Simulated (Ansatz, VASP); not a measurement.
One calculation of LiCl, two programs

Contents of INCAR:

```
PREC = Accurate
ENCUT = 520
EDIFF = 1E-7
ISMEAR = -5
SIGMA = 0.02
LREAL = F
LASPH = T
NELM = 60
ALGO = Normal
ISIF = 2
LWAVE = F
LCHARG = F
GGA = PE
NBANDS = 12
```

KPOINTS

```
Automatic mesh
0
Gamma
  8 8 8
```

File POSCAR:

```
LiCl
1.0
    0.0000000000      2.4645804744      2.4645804744
    2.4645804744      0.0000000000      2.4645804744
    2.4645804744      2.4645804744      0.0000000000
Li Cl
1 1
Direct
    0.0000000000      0.0000000000      0.0000000000
    0.5000000000      0.5000000000      0.5000000000
```

Input for Ansatz:

```yaml
crystal:
  lattice:
    - [0.0, 2.4645804744, 2.4645804744]
    - [2.4645804744, 0.0, 2.4645804744]
    - [2.4645804744, 2.4645804744, 0.0]
  atoms:
    - { symbol: Li, position: [0.0, 0.0, 0.0] }
    - { symbol: Cl, position: [0.5, 0.5, 0.5] }
basis:
  ecutwfc: 420
  ecutrho_ratio: 6
kpoints:
  mp_grid: { grid: [8, 8, 8] }
hamiltonian:
  xc: pbe
scf:
  occupations: { method: tetrahedron }
output:
  forces: true
  eigenvalues: true
  stress: true
```

Alike in both runs: task single point; functional PBE; k mesh 8 × 8 × 8; occupations tetrahedron; no spin polarisation.

|  | VASP | Ansatz |
| --- | --- | --- |
| version | VASP 6.6.1 | Ansatz 0.2.0 |
| potentials or method | VASP PAW PBE potentials, release 64 (Li_sv, Cl) | scalar-relativistic, plane waves, PAW |
| plane-wave cutoff (eV) | 520 | 420 |
| valence electrons in the cell | 10 | 10 |

Ansatz gave:

| Quantity | Value |
| --- | --- |
| gap on the k mesh at the Fermi level (eV) | 6.85 |

Question: What did VASP give for the same quantities?

Answer: gap on the k mesh at the Fermi level (eV): 6.87.

Ansatz warned: «band_table_not_solved_further».

 A k mesh can miss the band edges.
